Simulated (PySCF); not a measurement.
**Bonding in isopentane**

Compound: isopentane, C5H12.
SMILES with atom numbers: `[CH3:1][CH2:2][CH:3]([CH3:4])[CH3:5]` (hydrogens: H6, H7, H8 on C1; H9, H10 on C2; H11 on C3; H12, H13, H14 on C4; H15, H16, H17 on C5)

Geometry (GFN2-xTB, Å), atoms numbered from 1 in this order:
```
atom  x, y, z in Å
C1     1.9245   -0.7875   -0.0319
C2     0.8956    0.1971    0.5120
C3    -0.3687    0.3032   -0.3482
C4    -1.1799   -0.9901   -0.3263
C5    -1.2329    1.4645    0.1399
H6     2.1918   -0.5332   -1.0557
H7     1.5415   -1.8044   -0.0172
H8     2.8282   -0.7600    0.5735
H9     1.3572    1.1860    0.5728
H10    0.6139   -0.0970    1.5261
H11   -0.0670    0.5068   -1.3822
H12   -0.6146   -1.8159   -0.7497
H13   -2.0917   -0.8729   -0.9084
H14   -1.4561   -1.2462    0.6949
H15   -1.5353    1.3015    1.1725
H16   -0.6840    2.4024    0.0870
H17   -2.1295    1.5577   -0.4692
```

Bond orders from the PBE0/pcSseg-1 density (PySCF). One conformer (not necessarily the lowest) at the GFN2-xTB geometry, without solvent, vibrations or thermal averaging.

Task: How far do the computed orders between heavy atoms stray from the drawn ones?

Result: The largest departure is 0.063, at C1–C2 (drawn single, 1.063).

Task: Set the Mayer orders of the bonds between heavy atoms beside their lengths.

Result: 
| bond | drawn as | length (Å) | Mayer order |
| --- | --- | --- | --- |
| C1–C2 | single | 1.524 | 1.063 |
| C2–C3 | single | 1.533 | 1.002 |
| C3–C4 | single | 1.527 | 1.023 |
| C3–C5 | single | 1.528 | 1.042 |

By pair of heavy elements: C–C: lowest C2–C3 (1.002, 1.533 Å), highest C1–C2 (1.063, 1.524 Å).

Task: And the bonds to hydrogen?

Result: C–H: 0.94 to 0.97 (12 bonds).

Task: Sum the orders of all bonds at each heavy atom with more than one neighbour and set the sums beside the valence in the SMILES.

Result: C1 3.961 (drawn 4), C2 3.969 (drawn 4), C3 4.008 (drawn 4), C4 3.922 (drawn 4), C5 3.940 (drawn 4). Orders between atoms that aren't bonded are not in these sums.

For a closed shell the Mayer order of atoms A and B is Σ (PS)μν (PS)νμ over the basis functions μ on A and ν on B, with P the density and S the overlap matrix.
